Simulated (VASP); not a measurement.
# GaAs (F-43m) in VASP: settings compared, part 2 of 2

VASP 6.6.1. The steps go on from the part before.

### Step 3. Born charges and dielectric tensor, PBEsol

File INCAR:

```
SYSTEM = GaAs
PREC     = Accurate       ! precision mode
ENCUT    = 520            ! plane-wave cutoff, eV
EDIFF    = 1E-8           ! SCF threshold, eV
ISMEAR   = -1             ! smearing method
SIGMA    = 0.05           ! smearing width, eV
LREAL    = .False.        ! projectors in reciprocal space
LASPH    = .True.         ! aspherical terms in the spheres
NELM     = 100            ! most SCF steps
ALGO     = Normal         ! electronic algorithm
ISIF     = 2              ! what is computed and relaxed
LWAVE    = .False.        ! write WAVECAR
LCHARG   = .False.        ! write CHGCAR
GGA      = PS             ! functional
LEPSILON = .True.         ! dielectric tensor by DFPT
IBRION   = 8              ! ionic algorithm
```

File KPOINTS:

```
Automatic mesh
0
Gamma
  8 8 8
  0 0 0
```

File POSCAR:

```
GaAs
1.0
    0.0000000000      2.8268500000      2.8268500000
    2.8268500000      0.0000000000      2.8268500000
    2.8268500000      2.8268500000      0.0000000000
As Ga
1 1
Direct
    0.7500000000      0.7500000000      0.7500000000
    0.0000000000      0.0000000000      0.0000000000
```

Potentials or basis: VASP PAW PBE potentials, release 64 (As, Ga_d).

Launch:

```sh
$ cat potpaw_PBE.64/As/POTCAR potpaw_PBE.64/Ga_d/POTCAR > POTCAR
$ mpirun -np 1 vasp_std > vasp.out
```

OUTCAR:

```text
SYSTEM = GaAs
   PREC = Accurate
   ENCUT = 520
   EDIFF = 1E-8
   ISMEAR = -1
   LREAL = .False.
   LASPH = .True.
   NELM = 100
   ISIF = 2
   GGA = PS
   LEPSILON = .True.
   IBRION = 8

 ion  position               nearest neighbor table
   1  0.750  0.750  0.750-   2 2.45   2 2.45   2 2.45   2 2.45
   2  0.000  0.000  0.000-   1 2.45   1 2.45   1 2.45   1 2.45

  LATTYP: Found a face centered cubic cell.
 ALAT       =     5.6537000000

  Lattice vectors:

 A1 = (   0.0000000000,   2.8268500000,   2.8268500000)
 A2 = (   2.8268500000,   0.0000000000,   2.8268500000)
 A3 = (   2.8268500000,   2.8268500000,   0.0000000000)

Analysis of symmetry for initial positions (statically):
=====================================================================
 Subroutine PRICEL returns:
 Original cell was already a primitive cell.

 Routine SETGRP: Setting up the symmetry group for a
 face centered cubic supercell.

 Subroutine GETGRP returns: Found 24 space group operations
 (whereof 24 operations were pure point group operations)
 out of a pool of 48 trial point group operations.

The static configuration has the point symmetry T_d .

Analysis of symmetry for dynamics (positions and initial velocities):
=====================================================================
 Subroutine PRICEL returns:
 Original cell was already a primitive cell.

 Routine SETGRP: Setting up the symmetry group for a
 face centered cubic supercell.

 Subroutine GETGRP returns: Found 24 space group operations
 (whereof 24 operations were pure point group operations)
[... 643 lines left out ...]
          XX          YY          ZZ          XY          YZ          ZX
  --------------------------------------------------------------------------------
  x    -0.00000    -0.00000     0.00000     0.00000     1.05008     0.00000
  y    -0.00000     0.00000    -0.00000     0.00000     0.00000     1.05008
  z     0.00000     0.00000     0.00000     1.05008     0.00000     0.00000

 BORN EFFECTIVE CHARGES (including local field effects) (in |e|, cummulative output)
 ---------------------------------------------------------------------------------
 ion    1
    1    -2.29814     0.00000     0.00000
    2     0.00000    -2.29814     0.00000
    3    -0.00000    -0.00000    -2.29814
 ion    2
    1     2.29814     0.00000     0.00000
    2    -0.00000     2.29814    -0.00000
    3     0.00000     0.00000     2.29814

 INTERNAL STRAIN TENSOR FOR ION    2 for displacements in x,y,z  (eV/Angst):
          X           Y           Z          XY          YZ          ZX
  --------------------------------------------------------------------------------
  x     0.00000    -0.00000    -0.00000     0.00000    -6.96801     0.00000
  y    -0.00000     0.00000    -0.00000     0.00000     0.00000    -6.96801
  z    -0.00000    -0.00000     0.00000    -6.96801     0.00000     0.00000

 SECOND DERIVATIVES (NOT SYMMETRIZED)
 ------------------------------------
               1X          1Y          1Z          2X          2Y          2Z
  1X    -9.279707    0.000000    0.000000    9.279707    0.000000    0.000000
  1Y     0.000000   -9.279707    0.000000    0.000000    9.279707    0.000000
  1Z     0.000000    0.000000   -9.279707    0.000000    0.000000    9.279707
  2X     9.233794    0.000000    0.000000   -9.233794    0.000000    0.000000
  2Y     0.000000    9.233794    0.000000    0.000000   -9.233794    0.000000
  2Z     0.000000    0.000000    9.233794    0.000000    0.000000   -9.233794

 Eigenvectors and eigenvalues of the dynamical matrix
 ----------------------------------------------------

   1 f  =    7.914436 THz    49.727869 2PiTHz  263.997171 cm-1    32.731463 meV
             X         Y         Z           dx          dy          dz
      4.240275  4.240275  4.240275    -0.695174    0.000000    0.000000
      0.000000  0.000000  0.000000     0.718841    0.000000    0.000000
[... 21 lines left out ...]
   6 f/i=    0.009808 THz     0.061628 2PiTHz    0.327172 cm-1     0.040564 meV
             X         Y         Z           dx          dy          dz
      4.240275  4.240275  4.240275     0.000000    0.000000    0.718841
      0.000000  0.000000  0.000000     0.000000    0.000000    0.695174

--------------------------------------------------------------------------------------------------------

 MACROSCOPIC STATIC DIELECTRIC TENSOR IONIC CONTRIBUTION
 ------------------------------------------------------
           2.285191    -0.000000    -0.000000
          -0.000000     2.285191     0.000000
          -0.000000     0.000000     2.285191
 ------------------------------------------------------

 ELASTIC MODULI CONTR FROM IONIC RELAXATION (kBar)
 Direction    XX          YY          ZZ          XY          YZ          ZX
 --------------------------------------------------------------------------------
 XX          -0.0000     -0.0000     -0.0000     -0.0000     -0.0000     -0.0000
 YY          -0.0000     -0.0000     -0.0000     -0.0000     -0.0000      0.0000
 ZZ          -0.0000     -0.0000     -0.0000     -0.0000     -0.0000     -0.0000
 XY          -0.0000     -0.0000     -0.0000   -187.9430      0.0000     -0.0000
 YZ          -0.0000     -0.0000     -0.0000      0.0000   -187.9430      0.0000
 ZX          -0.0000      0.0000     -0.0000     -0.0000      0.0000   -187.9430
 --------------------------------------------------------------------------------

 PIEZOELECTRIC TENSOR IONIC CONTR  for field in x, y, z        (C/m^2)
          XX          YY          ZZ          XY          YZ          ZX
  --------------------------------------------------------------------------------
  x    -0.00000    -0.00000    -0.00000     0.00000    -0.61666     0.00000
  y    -0.00000     0.00000    -0.00000    -0.00000     0.00000    -0.61666
  z    -0.00000    -0.00000    -0.00000    -0.61666     0.00000    -0.00000
```

OSZICAR:

```text
N       E                     dE             d eps       ncg     rms          rms(c)
DAV:   1     0.767882175471E+02    0.76788E+02   -0.91359E+03   762   0.189E+03
DAV:   2    -0.332725771551E+01   -0.80115E+02   -0.77763E+02   824   0.322E+02
DAV:   3    -0.919179538177E+01   -0.58645E+01   -0.58389E+01   969   0.740E+01
DAV:   4    -0.928609753058E+01   -0.94302E-01   -0.94262E-01   846   0.104E+01
[... 12 lines left out ...]
RMM:  12    -0.163562608802E+00   -0.35545E-07   -0.25919E-06  4940   0.145E-04    0.161E-06
RMM:  13    -0.163562466597E+00    0.14221E-06   -0.82207E-07  4913   0.702E-05    0.642E-07
RMM:  14    -0.163562453008E+00    0.13589E-07   -0.64838E-07  4801   0.345E-05    0.229E-07
RMM:  15    -0.163562443972E+00    0.90362E-08   -0.52525E-07  3953   0.172E-05    0.144E-07
RMM:  16    -0.163562412384E+00    0.31588E-07   -0.18573E-07  3258   0.886E-06    0.743E-08
 Linear response finished
```

Wall time 14 min (1 thread of Intel Xeon Platinum 8375C at 2.90GHz (Ice Lake), shared host); peak memory 0.29 GiB.

Results:

```yaml
Band_gap_on_the_k_mesh: 0.46 eV, direct
Electronic_dielectric_tensor_diagonal: 35.96
Born_charges_mean_of_the_diagonal: As -2.30; Ga +2.30 e
Highest_phonon_frequency_at_Γ_LO-TO_splitting_left_out: 264 cm⁻¹
```

Levels at points of the mesh, in eV from the valence-band top:
| k point | band 7 | band 8 | band 9 | band 10 | band 11 | band 12 |
| --- | --- | --- | --- | --- | --- | --- |
| (0.00, 0.00, 0.00) | 0.00 | 0.00 | 0.00 | 0.46 | 3.69 | 3.69 |
| (0.50, 0.00, 0.00) | -6.68 | -1.15 | -1.15 | 0.93 | 4.58 | 4.58 |
| (0.50, 0.50, 0.00) | -6.85 | -2.70 | -2.70 | 1.35 | 1.57 | 10.13 |

Phonon frequencies in cm⁻¹ (negative: imaginary):
| q point | frequencies |
| --- | --- |
| (0.000, 0.000, 0.000) | 0 0 0 264 264 264 |

Electronic dielectric tensor:
```
35.96  0.00  0.00
 0.00 35.96  0.00
 0.00  0.00 35.96
```

Born effective charge tensors (e):
atom 1, As
```
-2.30  0.00  0.00
 0.00 -2.30  0.00
 0.00  0.00 -2.30
```
atom 2, Ga
```
2.30 0.00 0.00
0.00 2.30 0.00
0.00 0.00 2.30
```

Caveat: the gap is small at this level, which inflates the dielectric constant.

### Step 4. Comparison with measurements

Step 3. A measured gap of GaAs is 1.418 eV (direct; 300 K; “Evidence of valence band perturbations in GaAsN/GaAs(001): A combined variable-angle spectroscopic ellipsometry and modulated photoreflectance investigation”, 2008, arxiv:0805.2212); the calculated 0.46 eV misses it by -0.96 eV. 3 values of this kind are on record (1.412 to 1.51 eV); this one was drawn at random among those near their median, those with a stated uncertainty first. Spin-orbit coupling on As, Ga is left out. The value is that of PBEsol on a finite k mesh, which can miss the band edges, without temperature or zero-point motion. Semilocal functionals fall short of measured gaps as a rule. Against the measured high-frequency dielectric constant of GaAs, 10.89 (300 K; a printed reference work, textbook), the calculated 35.96 is off by +230.2 %. So large a miss can be the level of theory's own, or it may mean another phase, state or a wrong row.
